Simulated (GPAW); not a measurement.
Runs of GPAW 26.7.0 on CuO. It takes space group P-6m2 (No. 187, hexagonal). The conventional cell has a = 2.836 Å, b = 2.836 Å, c = 2.768 Å, α = 90.00°, β = 90.00°, γ = 120.00°. Around Cu (site symmetry -6m2) lie 6 O at 2.14 Å. O (site symmetry -6m2) is surrounded by 6 Cu at 2.14 Å. Measurements of this composition are mostly on another form, of space group No. 15.

```tsv
task	level	potentials or basis	cell	k mesh	band path	band points	optimizer	fmax	max steps	gap on the mesh (eV)	pressure (GPa)	relaxed volume (Å³/atom)
band structure	SCAN	GPAW PAW data sets (gpaw-data 1.2.1), pw	as given	8 × 8 × 7	GMKGALHA,LM,KH	60	-	-	-	-	-7.2	-
band structure	PBEsol	PAW data sets generated in the run's folder for this functional, pw	as given	8 × 8 × 7	GMKGALHA,LM,KH	60	-	-	-	-	(a)	-
relaxation of cell and atoms	LDA	the program's PAW data sets (release 1.2.1) made for this functional, pw	relaxed	8 × 8 × 7	-	-	BFGS	0.01 eV/Å	60	none	-0.1	8.93
band structure	LDA	PAW data sets generated in the run's folder for this functional, pw	as given	11 × 11 × 10	GMKGALHA,LM,KH	60	-	-	-	-	(b)	-
band structure	revPBE	the program's PAW data sets (release 1.2.1) made for this functional, pw	as given	8 × 8 × 7	GMKGALHA,LM,KH	60	-	-	-	-	5.1	-
band structure	PW91	PAW data sets generated in the run's folder for this functional, pw	as given	8 × 8 × 7	GMKGALHA,LM,KH	60	-	-	-	-	0.1	-
relaxation of cell and atoms	PBE+D4	GPAW PAW data sets (gpaw-data 1.2.1), pw	relaxed	8 × 8 × 7	-	-	FIRE	0.01 eV/Å	100	none	0.0	9.52
```

Alike in all rows: no spin polarisation; cutoff (eV) 800; smearing fermi-dirac 0.05 eV.

Fill in the values left out.

(a) -7.7; (b) -15.5.

Caveats: with this Cu data set, volumes or pressures lay over 1.5 % or 2 GPa off other programs in two to four cells of ten; an odd number of electrons without spin polarisation forces a metal; a magnetic or distorted state may lie lower; the run has no spin polarisation, though such a crystal can be magnetic; semilocal functionals often make such compounds metallic where correlation or magnetic order opens a gap, which also shifts bond lengths; later steps reuse the first step's grids (some runs); the PAW data sets were made with another functional, which shifts forces and pressure a little (some runs).

A k mesh can miss the band edges.

A gap of «none» marks a metal or a gap under the smearing width.

Not every run made on this cell is shown here.
